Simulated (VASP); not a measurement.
The system is KBr.

```
CELL_PARAMETERS angstrom
0.00000 3.30000 3.30000
3.30000 0.00000 3.30000
3.30000 3.30000 0.00000
ATOMIC_POSITIONS crystal
Br 0.50000 0.50000 0.50000
K 0.00000 0.00000 0.00000
```

Base run:

- Program: VASP 6.6.1
- Functional: PBE
- Potentials or basis: VASP PAW PBE potentials, release 64 (Br, K_sv)
- Cutoff: 520 eV
- k mesh: 8 × 8 × 8
- Occupations: gaussian, width 0.02 eV
- Spin: no spin polarisation

Its results: band gap on the k mesh 4.43 eV, direct.

Question: The run is repeated on the same cell with these changes: functional from PBE to r2SCAN. What comes out?

Answer: Band gap on the k mesh 5.08 eV, direct.

r2SCAN gives the wider gap, since meta-GGAs in the generalised Kohn-Sham scheme recover part of the derivative discontinuity.
